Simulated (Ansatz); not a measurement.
Geometry optimisation in Ansatz: input, command and trajectory.

```yaml
crystal:
  lattice:
    - [0.0, 4.2758698593, 0.0]
    - [-4.2941587929, 0.0, 0.0]
    - [0.0, 0.0, 9.4235612728]
  atoms:
    - { symbol: S, position: [1.0, 0.0, 0.100354147] }
    - { symbol: S, position: [0.5, 0.5, 0.100354147] }
    - { symbol: S, position: [0.5, 0.0, 0.399645853] }
    - { symbol: S, position: [1.0, 0.5, 0.399645853] }
    - { symbol: S, position: [0.0, 1.0, 0.899645853] }
    - { symbol: S, position: [0.5, 0.5, 0.899645853] }
    - { symbol: S, position: [0.5, 0.0, 0.600354147] }
    - { symbol: S, position: [0.0, 0.5, 0.600354147] }
basis:
  ecutwfc: 420
kpoints:
  mp_grid: { grid: [8, 8, 4] }
hamiltonian:
  xc: pbe
  dispersion: d3bj
scf:
  occupations: { method: gaussian, width: 0.1 }
output:
  forces: true
  stress: true
  eigenvalues: true
relax:
  adjacent_minimum: "off"
  f_tol: 0.015
  max_steps: 60
  cell: { stress_tol: 0.15 }
```

```bash
ansatz run input.yaml --threads 1 --pin off --max-ram 2560MiB --backend cpu --events-out ev --progress --plain --runs-dir out
```

These are results of Ansatz 0.2.0, DFT PBE+D3(BJ), scalar-relativistic, plane waves, PAW, not measurements.

Of 4 frames 3 are shown, positions in Å and forces in eV/Å; the SCF threshold varies from step to step. Steps run on the plane waves of an earlier cell, with a Pulay correction in the pressure. The basis is chosen afresh for the last frame, the zero of the energies, and at times for earlier ones too; energy and pressure step there, also at an unchanged geometry.

```xyz
8
Lattice="0.0000 4.2759 0.0000 -4.2942 0.0000 0.0000 0.0000 0.0000 9.4236" Properties=species:S:1:pos:R:3:forces:R:3 pbc="T T T" step=1 free_energy_over_end_meV_per_atom=0.86 pressure_GPa=0.09
S     0.0000    4.2759    0.9457    0.0000    0.0000   -0.0187
S    -2.1471    2.1379    0.9457    0.0000    0.0000   -0.0187
S     0.0000    2.1379    3.7661    0.0000    0.0000    0.0187
S    -2.1471    4.2759    3.7661    0.0000    0.0000    0.0187
S    -4.2942    0.0000    8.4779    0.0000    0.0000    0.0187
S    -2.1471    2.1379    8.4779    0.0000    0.0000    0.0187
S     0.0000    2.1379    5.6575    0.0000    0.0000   -0.0187
S    -2.1471    0.0000    5.6575    0.0000    0.0000   -0.0187
8
Lattice="0.0000 4.2642 0.0000 -4.2803 0.0000 0.0000 0.0000 0.0000 9.6440" Properties=species:S:1:pos:R:3:forces:R:3 pbc="T T T" step=2 free_energy_over_end_meV_per_atom=0.11 pressure_GPa=0.09
S     0.0000    4.2642    0.9449    0.0000    0.0000    0.0359
S    -2.1402    2.1321    0.9449    0.0000    0.0000    0.0359
S     0.0000    2.1321    3.8771    0.0000    0.0000   -0.0359
S    -2.1402    4.2642    3.8771    0.0000    0.0000   -0.0359
S    -4.2803    0.0000    8.6991    0.0000    0.0000   -0.0359
S    -2.1402    2.1321    8.6991    0.0000    0.0000   -0.0359
S     0.0000    2.1321    5.7669    0.0000    0.0000    0.0359
S    -2.1402    0.0000    5.7669    0.0000    0.0000    0.0359
8
Lattice="0.0000 4.2716 0.0000 -4.2865 0.0000 0.0000 0.0000 0.0000 9.5979" Properties=species:S:1:pos:R:3:forces:R:3 pbc="T T T" step=4 free_energy_over_end_meV_per_atom=0.00 pressure_GPa=-0.03
S     0.0000    4.2716    0.9456    0.0000    0.0000   -0.0023
S    -2.1432    2.1358    0.9456    0.0000    0.0000   -0.0023
S     0.0000    2.1358    3.8534    0.0000    0.0000    0.0023
S    -2.1432    4.2716    3.8534    0.0000    0.0000    0.0023
S    -4.2865    0.0000    8.6523    0.0000    0.0000    0.0023
S    -2.1432    2.1358    8.6523    0.0000    0.0000    0.0023
S     0.0000    2.1358    5.7445    0.0000    0.0000   -0.0023
S    -2.1432    0.0000    5.7445    0.0000    0.0000   -0.0023
```

The run took 3.2 min on 1 thread of Arm Neoverse N1, on a shared host, peak memory 0.58 GiB.